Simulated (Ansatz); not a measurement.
A 6-atom cell of ZrO2 built on tetragonal HfO2 (relaxed group P4_2/nmc), relaxed with r2SCAN. It is tetragonal, P4_2/nmc (No. 137); a = 3.601 Å, c = 5.227 Å in the conventional setting, 11.30 Å³ an atom. Zr is surrounded by 8 O at 2.07–2.40 Å; O is surrounded by 4 Zr at 2.07–2.40 Å.

```cif
data_structure
_symmetry_space_group_name_H-M 'P4_2/nmc:1'
_symmetry_Int_Tables_number 137
_cell_length_a 3.6010
_cell_length_b 3.6010
_cell_length_c 5.2272
_cell_angle_alpha 90.000
_cell_angle_beta 90.000
_cell_angle_gamma 90.000
_cell_volume 67.78
loop_
_atom_site_label
_atom_site_type_symbol
_atom_site_symmetry_multiplicity
_atom_site_Wyckoff_symbol
_atom_site_fract_x
_atom_site_fract_y
_atom_site_fract_z
_atom_site_occupancy
Zr1 Zr 2 a 0.00000 0.00000 0.00000 1
O1 O 4 d 0.00000 0.50000 0.30303 1
```

The questions ask for values computed with the PAW code Ansatz on this geometry. The values are computed, non-magnetic, and not measurements.

Task: What gap does r2SCAN give, and where are the band edges?

Result: With r2SCAN the valence top lies at M–Γ (0.55 of the way from M) and the conduction bottom at Γ, 4.60 eV higher; the smallest vertical gap, at Γ, is 4.71 eV.

Task: What does PBE+SOC give for the gap (8×8×6 mesh)?

Result: The PBE+SOC gap is indirect, 4.06 eV (M–Γ (0.55 of the way from M) to Γ), below the direct gap of 4.16 eV at Γ. The gap differs by -0.54 eV from r2SCAN's.

Task: Estimate the gap with HSE06 on 4×4×4.

Result: HSE06 gives an indirect gap of 5.71 eV, from Z to Γ; the least direct gap is 5.80 eV at Γ. The gap differs by +1.11 eV from r2SCAN's.

Task: How does the gap change from r2SCAN to PBE0 (4×4×4)?

Result: With PBE0 the valence top lies at Z and the conduction bottom at Γ, 6.47 eV higher; the smallest vertical gap, at Γ, is 6.56 eV. The gap differs by +1.87 eV from r2SCAN's.

Task: Relaxed again with PBEsol, is the cell stable at the zone centre, and where do its optical modes lie?

Result: The zone-centre optical frequencies run from 115 to 640 cm⁻¹, none imaginary (the rest of the zone wasn't tested). With the long-range field the highest mode reaches 723 cm⁻¹.

Task: What do these levels agree on?

Result: All these functionals give a gap of the same kind, indirect.

Only the levels marked +SOC include spin-orbit coupling.

Where an edge lies off the special points, it is a point of the mesh or the k point where a search put PBE's edge or least direct gap, reused for the other functionals, whose own edges may lie a little apart.

The meshes of the hybrids are coarse, so their gaps aren't converged to the digits shown.

PBE's own run along the path (4.06 eV) came before the search for the edges and missed one, so it isn't listed.
